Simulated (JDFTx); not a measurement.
The system is Pt.

```
Pt
1.0
     0.00000    1.96090    1.96090
     1.96090    0.00000    1.96090
     1.96090    1.96090    0.00000
Pt
1
Direct
  0.00000 0.00000 0.00000
```

```yaml
Program: JDFTx 1.7.0 (patched build)
Task: relaxation of cell and atoms
Functional: PBE
Potentials_or_basis: Ansatz-NC-SR-PBE with smoothed tails
Cutoff: 1143 eV
Density_cutoff: 4572 eV
k_mesh: 10 × 10 × 10
Occupations: fermi-dirac, width 0.05 eV
Spin: no spin polarisation
```

At the start: pressure 10.4 GPa; volume 15.08 Å³/atom.

Q: Where does the relaxation end?

A: Over 6 steps the energy falls by 17.9 meV/atom and the volume is 15.66 Å³/atom (+3.8 %); space group Fm-3m (No. 225, to 0.05 Å).

The path:
```tsv
step	energy change (eV)	largest force (eV/Å)	pressure (GPa)	volume (Å³)
1	0.0000	0.0000	10.37	15.08
2	-0.0045	0.0000	8.89	15.15
3	-0.0178	0.0000	0.87	15.60
4	-0.0179	0.0000	0.11	15.65
5	-0.0179	0.0000	0.01	15.66
6	-0.0179	0.0000	0.01	15.66
```

Final structure:
```
Pt
1.0
     0.00000    1.98557    1.98557
     1.98557    0.00000    1.98557
     1.98557    1.98557    0.00000
Pt
1
Direct
  0.00000 0.00000 0.00000
```
